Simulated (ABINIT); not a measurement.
# Ge (Fd-3m) in ABINIT: a series of runs, part 2 of 4

ABINIT 10.8.3 (patched build). Earlier steps stand in the parts before.

### Step 3. Band structure, revPBE

run.abi reads:

```
# Datasets: ground state, then fixed potential
ndtset 2

# Pseudopotentials
pp_dirpath "./"
pseudos "Ge.GGA_PBE-JTH.xml"

# Structure
acell 7.5601949712 7.5601949712 7.5601949712
rprim
     0.0000000000     0.7071067812     0.7071067812
     0.7071067812     0.0000000000     0.7071067812
     0.7071067812     0.7071067812     0.0000000000
ntypat 1
znucl 32
natom 2
typat 1 1
xred
     0.7500000000     0.7500000000     0.7500000000
     0.5000000000     0.5000000000     0.5000000000

# Plane-wave basis
ecut 20.0
pawecutdg 40.0

# Exchange and correlation
ixc 14

# Bands and occupations
occopt 3
tsmear 0.00183747

# SCF cycle
nstep 100

# Output
iomode 3
prtwf 0
prteig 0
prtebands 0
enunit 1
prtden1 1

# Dataset 1
kptopt1 1
ngkpt1 8 8 8
nshiftk1 1
shiftk1 0.0 0.0 0.0
nband1 18
tolvrs1 1.0e-9

# Dataset 2: bands along G-X-W-K-G-L-U-W-L-K
iscf2 -2
getden2 1
nband2 22
nbdbuf2 2
tolwfr2 1.0e-12
kptopt2 -9
ndivsm2 8
prteig2 1
kptbounds2
     0.0000000000     0.0000000000     0.0000000000
     0.5000000000     0.0000000000     0.5000000000
     0.5000000000     0.2500000000     0.7500000000
     0.3750000000     0.3750000000     0.7500000000
     0.0000000000     0.0000000000     0.0000000000
     0.5000000000     0.5000000000     0.5000000000
     0.6250000000     0.2500000000     0.6250000000
     0.5000000000     0.2500000000     0.7500000000
     0.5000000000     0.5000000000     0.5000000000
     0.3750000000     0.3750000000     0.7500000000
```

Potentials or basis: JTH PAW PBE v2.0.

Launch:

```console
$ abinit run.abi > log 2>&1
```

run.abo:

```text
.Version 10.8.3 of ABINIT
 DATASET    1 : space group Fd -3 m (#227); Bravais cF (face-center cubic)
================================================================================
 Values of the parameters that define the memory need for DATASET  1.
     intxc =       0    ionmov =       0      iscf =      17    lmnmax =      18
     lnmax =       6     mgfft =      32  mpssoang =       3    mqgrid =    3001
     natom =       2  nloc_mem =       2    nspden =       1   nspinor =       1
    nsppol =       1      nsym =      48    n1xccc =       1    ntypat =       1
    occopt =       3   xclevel =       2
       mpw =        1323          nfft =       32768          nkpt =          29
 PAW method is used; the additional fine FFT grid is defined by:
   mgfftf=        45    nfftf =     91125
================================================================================
================================================================================

 DATASET    2 : space group Fd -3 m (#227); Bravais cF (face-center cubic)
================================================================================
 Values of the parameters that define the memory need for DATASET  2.
     intxc =       0    ionmov =       0      iscf =      -2    lmnmax =      18
     lnmax =       6     mgfft =      32  mpssoang =       3    mqgrid =    3001
     natom =       2  nloc_mem =       2    nspden =       1   nspinor =       1
    nsppol =       1      nsym =      48    n1xccc =       1    ntypat =       1
    occopt =       3   xclevel =       2
       mpw =        1326          nfft =       32768          nkpt =         139
 PAW method is used; the additional fine FFT grid is defined by:
   mgfftf=        45    nfftf =     91125
================================================================================
================================================================================

--------------------------------------------------------------------------------
------------- Echo of variables that govern the present computation ------------
--------------------------------------------------------------------------------
 -outvars: echo values of preprocessed input variables --------
            acell      7.5601949712E+00  7.5601949712E+00  7.5601949712E+00 Bohr
              amu      7.26100000E+01
             ecut      2.00000000E+01 Hartree
           enunit           1
           getden1          0
           getden2          1
             iscf1         17
             iscf2         -2
                       outvar_i_n : Printing only first  50 k-points.
              ixc          14
           jdtset        1    2
                       outvar_i_n : Printing only first  50 k-points.
           kptopt1          1
           kptopt2         -9
         kptrlatt        8    0    0      0    8    0      0    0    8
          kptrlen1     6.04815598E+01
          kptrlen2     3.00000000E+01
            natom           2
            nband1         18
            nband2         22
           nbdbuf1          0
           nbdbuf2          2
           ndtset           2
           ndivsm1          0
           ndivsm2          8
            ngfft          32      32      32
          ngfftdg          45      45      45
             nkpt1         29
             nkpt2        139
            nstep         100
             nsym          48
           ntypat           1
           occopt           3
        pawecutdg      4.00000000E+01 Hartree
[... 1365 lines left out ...]
  8.20E-13  8.03E-13  2.75E-13  7.23E-13  2.30E-13  2.63E-13  8.87E-13  4.86E-13
  8.53E-13  7.23E-13  4.79E-13  6.96E-13  2.92E-13  5.47E-13  4.36E-13  4.98E-13
  2.13E-13  6.57E-13  1.92E-13  4.47E-14  3.99E-05  5.62E-05
 -6.5406E-01 -6.5347E-01 -6.5021E-01 -6.4804E-01 -6.4707E-01 -6.4658E-01
 -6.4639E-01 -6.4457E-01 -6.4106E-01 -6.4052E-01 -8.4359E-02 -4.5292E-02
  1.0008E-01  1.6201E-01  3.0381E-01  4.1081E-01  5.2547E-01  5.3080E-01
  5.6234E-01  6.2084E-01  7.6064E-01  8.0364E-01

--- !ResultsGS
iteration_state: {dtset: 2, }
comment   : Summary of ground state results
lattice_vectors:
- [  0.0000000,   5.3458651,   5.3458651, ]
- [  5.3458651,   0.0000000,   5.3458651, ]
- [  5.3458651,   5.3458651,   0.0000000, ]
lattice_lengths: [   7.56019,    7.56019,    7.56019, ]
lattice_angles: [ 60.000,  60.000,  60.000, ] # degrees, (23, 13, 12)
lattice_volume:   3.0555120E+02
convergence: {deltae:  0.000E+00, res2:  0.000E+00, residm:  9.993E-13, diffor:  0.000E+00, }
etotal    :  -1.91045229E+02
entropy   :   0.00000000E+00
fermie    :   2.61719359E-01
cartesian_stress_tensor: null
pressure_GPa: null
xred      :
- [  7.5000E-01,   7.5000E-01,   7.5000E-01, Ge]
- [  5.0000E-01,   5.0000E-01,   5.0000E-01, Ge]
cartesian_forces: null
force_length_stats: {min: null, max: null, mean: null, }
...

 Integrated electronic density in atomic spheres:
 ------------------------------------------------
 Atom  Sphere_radius  Integrated_density
    1        2.30477         12.39349939
    2        2.30477         12.38472602

================================================================================

 ----iterations are completed or convergence reached----

 Mean square residual over all n,k,spin=   48.857E-14; max=  99.926E-14
 reduced coordinates (array xred) for    2 atoms
       0.750000000000      0.750000000000      0.750000000000
       0.500000000000      0.500000000000      0.500000000000

 cartesian coordinates (angstrom) at end:
    1      4.24336499721219     4.24336499721219     4.24336499721219
    2      2.82890999814146     2.82890999814146     2.82890999814146
 length scales=  7.560194971200  7.560194971200  7.560194971200 bohr
              =  4.000682886028  4.000682886028  4.000682886028 angstroms
 Eigenvalues (   eV  ) for nkpt= 139  k points:
 kpt#   1, nband= 22, wtk=  1.00000, kpt=  0.0000  0.0000  0.0000 (reduced coord)
 -17.74716  -17.74716  -17.74716  -17.71122  -17.71122  -17.49913  -17.49913  -17.49913
 -17.48635  -17.48635   -5.71285    7.05190    7.05190    7.05190    7.13593    9.61220
   9.61220    9.61220   13.60620   16.52376   16.52376   17.89821
 kpt#   2, nband= 22, wtk=  1.00000, kpt=  0.0217  0.0000  0.0217 (reduced coord)
 -17.74761  -17.74734  -17.74734  -17.71124  -17.71060  -17.50200  -17.49958  -17.49958
 -17.48660  -17.48469   -5.70513    6.67243    7.01247    7.01247    7.51276    9.58652
   9.66093    9.66093   13.64897   16.36309   16.53092   17.92012
 kpt#   3, nband= 22, wtk=  1.00000, kpt=  0.0435  0.0000  0.0435 (reduced coord)
 -17.74877  -17.74776  -17.74776  -17.71032  -17.70780  -17.50700  -17.49851  -17.49851
 -17.48724  -17.48130   -5.68198    6.25329    6.90275    6.90275    7.92320    9.51412
   9.80019    9.80019   13.77394   16.00437   16.55505   17.96258
 kpt#   4, nband= 22, wtk=  1.00000, kpt=  0.0652  0.0000  0.0652 (reduced coord)
 -17.75041  -17.74867  -17.74867  -17.70896  -17.70370  -17.51333  -17.49711  -17.49711
 -17.48849  -17.47797   -5.64340    5.83384    6.74155    6.74155    8.32520    9.40317
  10.01019   10.01019   13.97227   15.58133   16.59486   18.04104
 kpt#   5, nband= 22, wtk=  1.00000, kpt=  0.0870  0.0000  0.0870 (reduced coord)
[... 525 lines left out ...]
 -17.44518  -17.43020   -2.70161   -0.84308    2.75996    4.64724    8.48309   12.23910
  13.15544   13.54977   15.33269   16.68716   19.87291   21.07298
 kpt# 137, nband= 22, wtk=  1.00000, kpt=  0.3929  0.3929  0.7143 (reduced coord)
 -17.79834  -17.78170  -17.69437  -17.61970  -17.61668  -17.60717  -17.58172  -17.53838
 -17.44458  -17.42938   -2.54883   -0.97802    2.69702    4.55604    8.40063   11.90998
  13.57310   13.89534   15.22522   16.67776   20.39698   21.25013
 kpt# 138, nband= 22, wtk=  1.00000, kpt=  0.3839  0.3839  0.7321 (reduced coord)
 -17.79832  -17.78190  -17.69340  -17.62683  -17.61130  -17.60080  -17.58641  -17.53929
 -17.44414  -17.42905   -2.40478   -1.11842    2.68677    4.47612    8.32764   11.54225
  14.00112   14.20110   15.18280   16.73991   20.68827   21.55435
 kpt# 139, nband= 22, wtk=  1.00000, kpt=  0.3750  0.3750  0.7500 (reduced coord)
 -17.79784  -17.78190  -17.69313  -17.63397  -17.60780  -17.59427  -17.58917  -17.53965
 -17.44400  -17.42935   -2.29553   -1.23246    2.72323    4.40862    8.26697   11.17884
  14.29883   14.44379   15.30218   16.89404   20.69800   21.86829

== END DATASET(S) ==============================================================
================================================================================

 -outvars: echo values of variables after computation  --------
            acell      7.5601949712E+00  7.5601949712E+00  7.5601949712E+00 Bohr
           etotal1    -1.9104522885E+02
            fcart1    -3.1480466176E-30  9.4441398527E-30 -2.2036326323E-29
                       3.1480466176E-30 -9.4441398527E-30  2.2036326323E-29
            rprim      0.0000000000E+00  7.0710678120E-01  7.0710678120E-01
                       7.0710678120E-01  0.0000000000E+00  7.0710678120E-01
                       7.0710678120E-01  7.0710678120E-01  0.0000000000E+00
           strten1    -1.4618775621E-04 -1.4618775621E-04 -1.4618775621E-04
                       0.0000000000E+00  0.0000000000E+00  0.0000000000E+00
           xangst      4.2433649972E+00  4.2433649972E+00  4.2433649972E+00
                       2.8289099981E+00  2.8289099981E+00  2.8289099981E+00
             xred      7.5000000000E-01  7.5000000000E-01  7.5000000000E-01
                       5.0000000000E-01  5.0000000000E-01  5.0000000000E-01
 Calculation completed.
```

It took 2 min on 1 thread of Arm Neoverse V1, shared host; peak memory 0.17 GiB.

What came out:

* Free energy: -5198.6055 eV
* Band gap on the k mesh: 0.08 eV, direct
* Valence electrons inside the program's atomic spheres: Ge 12.39, 12.38 (radii [1.2196] Å)

Levels at the corners of the path, in eV from the valence-band top:
```csv
point,band 10,band 11,band 12,band 13,band 14,band 15,band 16,band 17,band 18,band 19
Γ,-24.54,-12.76,0.00,0.00,0.00,0.08,2.56,2.56,2.56,6.55
X,-24.50,-8.88,-8.88,-3.08,-3.08,0.81,0.81,9.53,9.53,11.67
W,-24.48,-8.78,-8.78,-3.90,-3.90,4.35,4.35,4.78,4.78,11.06
K,-24.48,-9.35,-8.28,-4.33,-2.64,1.22,4.13,7.25,7.39,8.25
Γ,-24.54,-12.76,0.00,0.00,0.00,0.08,2.56,2.56,2.56,6.55
L,-24.51,-10.67,-7.59,-1.41,-1.41,0.23,3.77,3.77,7.23,10.66
U,-24.48,-9.35,-8.28,-4.33,-2.64,1.22,4.13,7.25,7.39,8.25
W,-24.48,-8.78,-8.78,-3.90,-3.90,4.35,4.35,4.78,4.78,11.06
L,-24.51,-10.67,-7.59,-1.41,-1.41,0.23,3.77,3.77,7.23,10.66
K,-24.48,-9.35,-8.28,-4.33,-2.64,1.22,4.13,7.25,7.39,8.25
```

Caveat: the cutoff is too short for stress, so the log's stress isn't used; the PAW data sets were made with another functional, which shifts forces and pressure a little.

[end of part 2 of 4]
